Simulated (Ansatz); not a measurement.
# Y/BeSe/Pb: conductance for both polarities

Wanted: the change of resistance of Y/BeSe/Pb with the barrier's polarity. The lower electrode is Y hcp(0001), the upper one Pb fcc(111); the barrier is BeSe zinc blende(111) (whole bilayers). In the first transport cell, after relaxation, the nearest pair of electrode and barrier is Y–Se at 3.14 Å, at a slant, at the lower face and Pb–Be at 3.15 Å, at a slant, too long for a bond, at the upper one. A gap without bonds adds to the barrier. All share a net of side 3.663 Å, which strains the lower electrode by +0.1 %, the upper one by +3.0 % and the barrier by +0.0 %, against typed lattice constants near PBE's. The first steps treat the bulk electrodes alone.

Main program and level: Ansatz 0.2.0; PBE DFT, plane waves, PAW files, in the first sound run; inputs show where later runs differ.

## 1. The starting structure

It takes space group P6_3/mmc (No. 194, hexagonal). The conventional cell has a = 3.663 Å, b = 3.663 Å, c = 5.667 Å, α = 90.00°, β = 90.00°, γ = 120.00°. Y has 12 Y at 3.54 to 3.66 Å nearest.

## 2. The strained electrode, 2 atoms, electrode Y hcp(0001)

The electrode is held to the junction's net and relaxed along the normal; its spacing is used for the ideal lead layers.

File input.yaml:

```yaml
crystal:
  lattice:
    - [3.663, 0.0, 0.0]
    - [-1.8315, 3.1722510541, 0.0]
    - [0.0, 0.0, 5.6667467213]
  atoms:
    - { symbol: "Y", position: [0.0, 0.0, 0.0] }
    - { symbol: "Y", position: [0.3333333333, 0.6666666667, 0.5] }
kpoints:
  mp_grid: { grid: [12, 12, 6] }
scf:
  occupations: { method: fermi_dirac, width: 0.1 }
  max_iter: 150
hamiltonian:
  xc: pbe
relax:
  f_tol: 0.01
  max_steps: 40
  cell: { fix: [a, b, angles] }
```

Command:

```
ansatz run input.yaml --threads 4 --pin off --max-ram 12288MiB --backend cpu --events-out ev --progress --plain --runs-dir out
```

Numbers of over 12 decimals in the logs are rounded to 6 here.

What it wrote:

```text
Engine: ansatz 0.2.0, aarch64-unknown-linux-gnu
Pseudopotentials: kind: paw
Pseudopotential: Y, paw, valence charge 11, recommended cutoff 420 eV (normal), Y.paw.azcp
Functional definition: PBE
  parameter kappa = 0.804
  parameter beta = 0.066725
  exchange = pbe_x(kappa = kappa, mu = beta*pi^2/3)
  correlation = pbe_c(beta = beta)
Crystal: 2 atoms, lattice volume = 65.847 Å³
Basis set: ecut = 420 eV, 1267 PW (Γ), exchange–correlation on 50×50×80 points (8 copies of the dense FFT grid, shifted against one another)
Bands: 15, of which v1, the nominal top of the filled ones, is band 11 counted from 1 (10 counted from 0)
Symmetry: 24 space group operations
Space group: P63/mmc (ITA 194), of the structure as read, at distance tolerance 4.0e-5 Å
k-points: 76 of 864
Non-local potential: Y, projectors of the file, l = 0: 3, l = 1: 2, l = 2: 2, l = 3: 1
PAW form: soft (Blöchl's): semilocal exchange-correlation on the pseudo side does not see the compensation charge
PAW one-centre angular grid: Y, 590 points (default); XC on 64 Gauss nodes
Initial density: superposition of atomic densities (neutral atoms: chi_scale 0, normalization atom), corrected by the library's trained network
Initial wavefunctions: pseudopotential atomic-orbital guess
Functional: x = pbe(κ = 0.804, μ = 0.219515), c = pbe(β = 0.066725)
SCF iter   1: F=—  HF=-7697.398706 eV  |F-HF|=—  |Δ(HF+E_count)|=         —  Δρ=1.60e-3  dr2=1.34e-3  ethr=1.77e-3  ⟨swp⟩=4.4  Hψ=5005  notcnv=0
preconditioner: auto → Kerker (q_TF=auto, 2.273 Å⁻¹)  [metal: Δε(μ)=0.020 eV  Ē_g=2.539 eV  σ=0.100 eV  W_gap=0.05  n_scr=22 (ndim 8)  ℏωp=11.2 eV  f_vac=0.000  D(μ)=3.69/eV (n_scr^D=34)]
SCF iter   2: F=—  HF=-7697.399100 eV  |F-HF|=—  |Δ(HF+E_count)|=   3.94e-4  Δρ=1.04e-3  dr2=5.52e-4  ethr=6.10e-6  ⟨swp⟩=2.2  Hψ=2551  notcnv=0
SCF iter   3: F=—  HF=-7697.399460 eV  |F-HF|=—  |Δ(HF+E_count)|=   3.61e-4  Δρ=2.38e-4  dr2=4.99e-5  ethr=2.51e-6  ⟨swp⟩=2.3  Hψ=1501  notcnv=0
SCF iter   4: F=—  HF=-7697.399444 eV  |F-HF|=—  |Δ(HF+E_count)|=   1.63e-5  Δρ=1.38e-4  dr2=8.57e-6  ethr=2.27e-7  ⟨swp⟩=2.6  Hψ=1770  notcnv=0
iter 5 did not close the SCF: its close was put off for the readings that it lacked (scf_convergence_deferred on its scf_iter line)
SCF iter   5: F=-7697.399444 eV  HF=-7697.399444 eV  |F-HF|=3.33e-8  |Δ(HF+E_count)|=   3.10e-8  Δρ=1.13e-5  dr2=4.06e-8  ethr=3.90e-8  ⟨swp⟩=2.0  Hψ=1844  notcnv=0
SCF iter   6: F=-7697.399444 eV  HF=-7697.399444 eV  |F-HF|=3.91e-9  |Δ(HF+E_count)|=   3.90e-8  Δρ=3.57e-6  dr2=6.40e-9  ethr=1.85e-10  ⟨swp⟩=1.8  Hψ=3869  notcnv=0
SCF 1 converged in 6 iterations: F = -7697.399444 eV  dr2 = 6.40e-9
  greatest PAW one-centre occupation: 0.994 electrons in one spin orbital (limit 2), on the Y atom at site 1 (counted from 0), in its partial waves of l = 0
relax step   1: F+E_penalty+E_count = -7697.39944419 eV  Δ(F+E_penalty+E_count) = +0.000e0 eV  max|allowed force component| = 6.939e-18 eV/Å  Δτ_max = 0.0000 Å  P = +0.017 GPa  Ω = 65.847 Å³  fix = [a, b, alpha, beta, gamma]  reactions: a -0.151, b -0.151 GPa  (6 SCF iters, dr2 threshold 1.00e-7 eV, accepted)
Crystal: 2 atoms, lattice volume = 66.098 Å³
Initial density: handed on by an earlier stage of this run
Initial wavefunctions: those handed on with the density
iter 1 solved again at ethr=1.05e-7 eV; its pass at ethr=3.10e-3 eV (dr2=2.31e-5 eV) is discarded
SCF iter   1: F=—  HF=-7697.399758 eV  |F-HF|=—  |Δ(HF+E_count)|=         —  Δρ=1.11e-4  dr2=4.64e-6  ethr=1.05e-7  ⟨swp⟩=3.4  Hψ=8116  notcnv=0
preconditioner: auto → Kerker (q_TF=auto, 2.271 Å⁻¹)  [metal: Δε(μ)=0.016 eV  Ē_g=2.530 eV  σ=0.100 eV  W_gap=0.04  n_scr=22 (ndim 8)  ℏωp=11.2 eV  f_vac=0.000  D(μ)=3.73/eV (n_scr^D=34)]
SCF iter   2: F=—  HF=-7697.399754 eV  |F-HF|=—  |Δ(HF+E_count)|=   3.17e-6  Δρ=6.63e-5  dr2=1.70e-6  ethr=2.11e-8  ⟨swp⟩=1.1  Hψ=1196  notcnv=0
SCF iter   3: F=-7697.399755 eV  HF=-7697.399755 eV  |F-HF|=5.57e-9  |Δ(HF+E_count)|=   4.94e-7  Δρ=5.63e-6  dr2=1.71e-8  ethr=9.09e-10  ⟨swp⟩=2.6  Hψ=4350  notcnv=0
SCF 2 converged in 3 iterations: F = -7697.399755 eV  dr2 = 1.71e-8
relax step   2: F+E_penalty+E_count = -7697.39975500 eV  Δ(F+E_penalty+E_count) = -3.108e-4 eV  max|allowed force component| = 3.007e-17 eV/Å  Δτ_max = 0.0000 Å  P = -0.136 GPa  Ω = 66.098 Å³  energy of the carried Pulay correction = -5.882e-6 eV  fix = [a, b, alpha, beta, gamma]  reactions: a -0.230, b -0.230 GPa  (3 SCF iters, dr2 threshold 2.00e-7 eV, accepted)
Crystal: 2 atoms, lattice volume = 66.144 Å³
iter 1 solved again at ethr=3.48e-9 eV; its pass at ethr=3.10e-3 eV (dr2=7.65e-7 eV) is discarded
SCF iter   1: F=—  HF=-7697.399765 eV  |F-HF|=—  |Δ(HF+E_count)|=         —  Δρ=2.23e-5  dr2=2.22e-7  ethr=3.48e-9  ⟨swp⟩=3.4  Hψ=8139  notcnv=0
preconditioner: auto → Kerker (q_TF=auto, 2.271 Å⁻¹)  [metal: Δε(μ)=0.014 eV  Ē_g=2.529 eV  σ=0.100 eV  W_gap=0.04  n_scr=22 (ndim 8)  ℏωp=11.2 eV  f_vac=0.000  D(μ)=3.73/eV (n_scr^D=34)]
SCF iter   2: F=—  HF=-7697.399762 eV  |F-HF|=—  |Δ(HF+E_count)|=   3.83e-6  Δρ=1.39e-5  dr2=8.91e-8  ethr=1.01e-9  ⟨swp⟩=1.0  Hψ=1143  notcnv=0
SCF iter   3: F=-7697.399762 eV  HF=-7697.399762 eV  |F-HF|=8.55e-11  |Δ(HF+E_count)|=   3.17e-8  Δρ=1.03e-6  dr2=6.15e-10  ethr=3.29e-11  ⟨swp⟩=2.9  Hψ=4478  notcnv=0
SCF 3 converged in 3 iterations: F = -7697.399762 eV  dr2 = 6.15e-10
relax step   3: F+E_penalty+E_count = -7697.39976166 eV  Δ(F+E_penalty+E_count) = -6.659e-6 eV  max|allowed force component| = 6.939e-18 eV/Å  Δτ_max = 0.0000 Å  P = -0.163 GPa  Ω = 66.144 Å³  energy of the carried Pulay correction = -6.942e-6 eV  fix = [a, b, alpha, beta, gamma]  reactions: a -0.244, b -0.244 GPa  (3 SCF iters, dr2 threshold 7.23e-9 eV, accepted)
Initial wavefunctions: pseudopotential atomic-orbital guess (no wavefunctions were taken with the density)
iter 1 solved again at ethr=1.61e-7 eV; its pass at ethr=3.10e-3 eV (dr2=3.55e-5 eV) is discarded
SCF iter   1: F=—  HF=-7697.399773 eV  |F-HF|=—  |Δ(HF+E_count)|=         —  Δρ=2.18e-6  dr2=9.17e-10  ethr=1.61e-7  ⟨swp⟩=3.0  Hψ=8561  notcnv=0
eigensolver tolerance schedule: the retry pair's looser diagonalisation over-reported the residual by 38673.13 of it (diagonalisation noise at an unbounded share of the residual, at the tolerance the schedule requests for it); recorded, not acted on — ethr = c·dr2/N_el stays at c = 1.0e-1
SCF iter   2: F=—  HF=-7697.399769 eV  |F-HF|=—  |Δ(HF+E_count)|=   4.06e-6  Δρ=1.17e-6  dr2=3.45e-10  ethr=4.17e-12  ⟨swp⟩=3.0  Hψ=2409  notcnv=0
SCF iter   3: F=—  HF=-7697.399769 eV  |F-HF|=—  |Δ(HF+E_count)|=  2.71e-10  Δρ=2.37e-7  dr2=3.47e-11  ethr=1.57e-12  ⟨swp⟩=2.1  Hψ=1406  notcnv=0
SCF iter   4: F=-7697.399769 eV  HF=-7697.399769 eV  |F-HF|=1.82e-12  |Δ(HF+E_count)|=  1.82e-12  Δρ=1.13e-7  dr2=2.86e-12  ethr=1.00e-12  ⟨swp⟩=5.0  Hψ=4329  notcnv=0
SCF 4 converged in 4 iterations: F = -7697.399769 eV  dr2 = 2.86e-12
relax step   4: F+E_penalty+E_count = -7697.39976867 eV  Δ(F+E_penalty+E_count) = -7.012e-6 eV  max|allowed force component| = 0.000e0 eV/Å  Δτ_max = 0.0000 Å  P = -0.163 GPa  Ω = 66.144 Å³  fix = [a, b, alpha, beta, gamma]  reactions: a -0.244, b -0.244 GPa  stress off target by 5.48e-4 GPa on what of the cell is left free  SCF on the basis re-selected at this cell (its energy is not comparable with the rows above)  (4 SCF iters)
basis re-selected at this cell: Δ(F+E_penalty+E_count) = -7.012e-6 eV, ΔP = -0.000 GPa vs the last step (what re-selecting the basis moved, of the pressure what is left beyond the Pulay correction that the steps carried, after the strain that the cell walked since its last selection, with what the two solves' SCF thresholds leave and, on support functions, any second-order correction that the steps lacked; it is no measure of the basis error at this ecutwfc). This SCF's stress stands 5.48e-4 GPa from its target on what of the cell is left free (relax.cell.stress_tol is 5.00e-2 GPa) and its largest allowed force component is 0.00e0 eV/Å (relax.f_tol is 1.00e-2 eV/Å): [rest of the remark cut]
SCF converged after 4 iterations
Free energy (F): -7697.399769 eV
Harris-Foulkes:  -7697.399769 eV  (|F-HF|=1.82e-12)
Internal energy: -7697.279212 eV  (E = F + TS)
E sigma→0 (E₀):  -7697.339490 eV
Entropy (-TS):   -0.120557 eV (-60.278 meV/atom)
Fermi energy:    9.252577 eV
--- Per-component energies (eV) ---
  E_band       = -245.632441
  E_kinetic    = 608.652692
  E_local      = -1234.010759  (includes V_loc(G=0)·N_el)
  E_nonlocal   = 100.211030
  E_hartree    = 391.406073
  E_xc         = -345.640051
  E_vxc        = -396.756808  (∫ρ·V_xc dr)
  E_paw        = -5650.706692  (= ΣΔE_a)
  E_vpaw       = -106.540781  (= ΣTr[D̂ρ^β])
  E_aug_tail   = 0.000006  (compensation charges beyond the density's cutoff)
  E_ewald      = -1567.191512
  E_smearing   = -0.120557  (= −TS)
  E_closure    = 0.000000  (closes the sum)
  Σ components = -7697.399769   (vs F -7697.399769, Δ=0.00e0)
--- Forces (eV/Å), atoms counted from 1 ---
  atom   1  Y     -0.00000000     0.00000000     0.00000000
  atom   2  Y     -0.00000000     0.00000000     0.00000000
  max |Σ_I F_I| component: 1.85e-17 eV/Å
--- Stress (GPa, compression-positive) ---
       -0.244498       0.000000       0.000000
        0.000000      -0.244498       0.000000
        0.000000       0.000000       0.000548
  P = ⅓ Tr σ = -0.1628 GPa (-1.628 kbar)
--- Relaxed structure (3 steps of the walk, 3 accepted, 1 SCFs on fresh bases) ---
  F+E_penalty+E_count = -7697.39976867 eV   max|allowed force component| = 0.000e0 eV/Å   (the final SCF, on the basis selected at the relaxed cell)
  cell:  # Å, volume = 66.1439 Å³
    - [3.663000, 0, 0.0]
    - [-1.831500, 3.172251, 0.0]
    - [0.0, 0.0, 5.692268]
  atoms:
    - { symbol: Y, position: [9.251858539620032e-18, -5.0885221963063393e-17, 0.0] }
    - { symbol: Y, position: [0.333333, 0.666667, 0.500000] }
```

It took 3.4 s on 4 threads of Arm Neoverse V1, shared host; peak memory 0.39 GiB.

Relaxation path:

| step | energy less that of the first step (eV) | largest force component (eV/Å) | pressure (GPa) | volume (Å³) |
| --- | --- | --- | --- | --- |
| 1 | 0.0000 | 0.0000 | 0.02 | 65.85 |
| 2 | -0.0003 | 0.0000 | -0.14 | 66.10 |
| 3 | -0.0003 | 0.0000 | -0.16 | 66.14 |
| 4* | -0.0003 | 0.0000 | -0.16 | 66.14 |

Relaxation steps marked * repeat the geometry before them on a plane-wave basis chosen anew for their cell, so energy and pressure can jump there.

Forces are held to the 24 operations that the run works with; a distortion that breaks them can't arise in this run.

```csv
"conventional cell, symmetrised",before,after,change
a (Å),3.663,3.663,+0.0 %
b (Å),3.663,3.663,+0.0 %
c (Å),5.667,5.692,+0.5 %
volume (Å³/atom),32.92,33.07,+0.5 %
```

Final coordinates:

```
Y
1.0
     3.66300    0.00000    0.00000
    -1.83150    3.17225    0.00000
     0.00000    0.00000    5.69227
Y
2
Direct
  0.00000 0.00000 0.00000
  0.33333 0.66667 0.50000
```

Numbers from this step:

| Property | Result |
| --- | --- |
| free energy | -7697.3998 eV |
| Fermi energy | 9.253 eV |
| pressure | -0.1628 GPa |

## 3. The strained electrode, 3 atoms, electrode Pb fcc(111)

System of this step: Pb. The structure is trigonal, space group R-3m (No. 166). The conventional cell has a = 3.663 Å, b = 3.663 Å, c = 8.530 Å, α = 90.00°, β = 90.00°, γ = 120.00°. Nearest to Pb lie 12 Pb at 3.54 to 3.66 Å.

The electrode is held to the junction's net and relaxed along the normal; its spacing is used for the ideal lead layers.

input.yaml, the sections that differ from step 2:

```yaml
crystal:
  lattice:
    - [3.663, 0.0, 0.0]
    - [-1.8315, 3.1722510541, 0.0]
    - [0.0, 0.0, 8.5300298061]
  atoms:
    - { symbol: Pb, position: [0.0, 0.0, 0.0] }
    - { symbol: Pb, position: [0.3333333333, 0.6666666667, 0.3333333333] }
    - { symbol: Pb, position: [0.6666666667, 0.3333333333, 0.6666666667] }
kpoints:
  mp_grid: { grid: [12, 12, 4] }
# scf, hamiltonian, relax: as in step 2
```

What it wrote:

```text
[...]
Crystal: 3 atoms, lattice volume = 99.119 Å³
Basis set: ecut = 420 eV, 1925 PW (Γ), exchange–correlation on 50×50×120 points (8 copies of the dense FFT grid, shifted against one another)
Bands: 26, of which v1, the nominal top of the filled ones, is band 21 counted from 1 (20 counted from 0)
Symmetry: 36 space group operations
[...]
k-points: 69 of 576
[...]
SCF iter   1: F=—  HF=-35719.265951 eV  |F-HF|=—  |Δ(HF+E_count)|=         —  Δρ=5.23e-4  dr2=2.23e-4  ethr=1.77e-3  ⟨swp⟩=6.2  Hψ=8263  notcnv=0
[...]
SCF iter   6: F=-35719.263784 eV  HF=-35719.263784 eV  |F-HF|=1.11e-8  |Δ(HF+E_count)|=   5.98e-8  Δρ=3.86e-6  dr2=1.42e-8  ethr=2.38e-10  ⟨swp⟩=4.0  Hψ=6310  notcnv=0
SCF 1 converged in 6 iterations: F = -35719.263784 eV  dr2 = 1.42e-8
[...]
relax step   1: F+E_penalty+E_count = -35719.26378404 eV  Δ(F+E_penalty+E_count) = +0.000e0 eV  max|allowed force component| = 8.822e-26 eV/Å  Δτ_max = 0.0000 Å  P = -1.085 GPa  Ω = 99.119 Å³  fix = [a, b, alpha, beta, gamma]  reactions: a -1.429, b -1.429 GPa  (6 SCF iters, dr2 threshold 1.00e-7 eV, accepted)
Crystal: 3 atoms, lattice volume = 98.668 Å³
[...]
SCF iter   3: F=-35719.264512 eV  HF=-35719.264512 eV  |F-HF|=1.34e-8  |Δ(HF+E_count)|=   7.72e-7  Δρ=1.06e-5  dr2=1.88e-7  ethr=7.14e-10  ⟨swp⟩=3.0  Hψ=7124  notcnv=0
SCF 2 converged in 3 iterations: F = -35719.264512 eV  dr2 = 1.88e-7
relax step   2: F+E_penalty+E_count = -35719.26451247 eV  Δ(F+E_penalty+E_count) = -7.284e-4 eV  max|allowed force component| = 1.196e-25 eV/Å  Δτ_max = 0.0000 Å  P = -0.907 GPa  Ω = 98.668 Å³  energy of the carried Pulay correction = +6.011e-5 eV  fix = [a, b, alpha, beta, gamma]  reactions: a -1.321, b -1.321 GPa  (3 SCF iters, dr2 threshold 3.00e-7 eV, accepted)
Crystal: 3 atoms, lattice volume = 98.557 Å³
[...]
SCF iter   3: F=-35719.264554 eV  HF=-35719.264554 eV  |F-HF|=1.60e-9  |Δ(HF+E_count)|=   9.45e-8  Δρ=3.10e-6  dr2=1.45e-8  ethr=3.65e-11  ⟨swp⟩=3.5  Hψ=7437  notcnv=0
SCF 3 converged in 3 iterations: F = -35719.264554 eV  dr2 = 1.45e-8
relax step   3: F+E_penalty+E_count = -35719.26455382 eV  Δ(F+E_penalty+E_count) = -4.135e-5 eV  max|allowed force component| = 1.549e-26 eV/Å  Δτ_max = 0.0000 Å  P = -0.862 GPa  Ω = 98.557 Å³  energy of the carried Pulay correction = +7.502e-5 eV  fix = [a, b, alpha, beta, gamma]  reactions: a -1.294, b -1.294 GPa  (3 SCF iters, dr2 threshold 1.53e-8 eV, accepted)
[...]
SCF iter   5: F=-35719.264481 eV  HF=-35719.264481 eV  |F-HF|=1.46e-11  |Δ(HF+E_count)|=  2.18e-11  Δρ=5.05e-8  dr2=2.65e-12  ethr=1.00e-12  ⟨swp⟩=6.0  Hψ=8200  notcnv=0
SCF 4 converged in 5 iterations: F = -35719.264481 eV  dr2 = 2.65e-12
relax step   4: F+E_penalty+E_count = -35719.26448128 eV  Δ(F+E_penalty+E_count) = +7.254e-5 eV  max|allowed force component| = 5.747e-29 eV/Å  Δτ_max = 0.0000 Å  P = -0.862 GPa  Ω = 98.557 Å³  fix = [a, b, alpha, beta, gamma]  reactions: a -1.294, b -1.294 GPa  stress off target by 1.58e-3 GPa on what of the cell is left free  SCF on the basis re-selected at this cell (its energy is not comparable with the rows above)  (5 SCF iters)
basis re-selected at this cell: Δ(F+E_penalty+E_count) = +7.254e-5 eV, ΔP = -0.000 GPa vs the last step (what re-selecting the basis moved, of the pressure what is left beyond the Pulay correction that the steps carried, after the strain that the cell walked since its last selection, with what the two solves' SCF thresholds leave and, on support functions, any second-order correction that the steps lacked; it is no m [...]
SCF converged after 5 iterations
Free energy (F): -35719.264481 eV
[...]
Internal energy: -35719.214998 eV  (E = F + TS)
E sigma→0 (E₀):  -35719.239740 eV
Entropy (-TS):   -0.049483 eV (-16.494 meV/atom)
Fermi energy:    9.809940 eV
[...]
--- Stress (GPa, compression-positive) ---
       -1.293842       0.000000      -0.000000
        0.000000      -1.293842       0.000000
       -0.000000       0.000000       0.001579
  P = ⅓ Tr σ = -0.8620 GPa (-8.620 kbar)
--- Relaxed structure (3 steps of the walk, 3 accepted, 1 SCFs on fresh bases) ---
[...]
cell:  # Å, volume = 98.5572 Å³
    - [3.663000, 0, 0]
    - [-1.831500, 3.172251, 0]
    - [0, 0, 8.481720]
  atoms:
    - { symbol: Pb, position: [0, 0, 0] }
    - { symbol: Pb, position: [0.333333, 0.666667, 0.333333] }
    - { symbol: Pb, position: [0.666667, 0.333333, 0.666667] }
```

Run time: 7.5 s. Hardware: 4 threads; peak memory 0.48 GiB; 28 s of CPU time.

Step by step:

| step | energy less that of the first step (eV) | largest force component (eV/Å) | pressure (GPa) | volume (Å³) |
| --- | --- | --- | --- | --- |
| 1 | 0.0000 | 0.0000 | -1.08 | 99.12 |
| 2 | -0.0007 | 0.0000 | -0.91 | 98.67 |
| 3 | -0.0008 | 0.0000 | -0.86 | 98.56 |
| 4* | -0.0007 | 0.0000 | -0.86 | 98.56 |

Relaxation steps marked * repeat the geometry before them on a plane-wave basis chosen anew for their cell, so energy and pressure can jump there.

Forces are held to the 36 operations that the run works with; a distortion that breaks them can't arise in this run.

```csv
"conventional cell, symmetrised",before,after,change
a (Å),3.663,3.663,+0.0 %
b (Å),3.663,3.663,+0.0 %
c (Å),8.530,8.482,-0.6 %
volume (Å³/atom),33.04,32.85,-0.6 %
```

Final coordinates:

```xyz
3
Lattice="3.6630 0.0000 0.0000 -1.8315 3.1723 0.0000 0.0000 0.0000 8.4817" Properties=species:S:1:pos:R:3 pbc="T T T"
Pb    0.0000    0.0000    0.0000
Pb    0.0000    2.1148    2.8272
Pb    1.8315    1.0574    5.6545
```

Numbers from this step:

```
free energy  : -35719.2645 eV
Fermi energy : 9.810 eV
pressure     : -0.8620 GPa
```

(Continued in part 2 of 5.)

[Logs are printed without paths, hosts, clocks, repeated set-up lines and the standing remarks that a program may print on its own settings, such as how far it seeks lower states.]

[Hosts, paths, dates, database ids (printed as entryN), source tags and the programs' standing remarks are cut or masked in the printed files.]
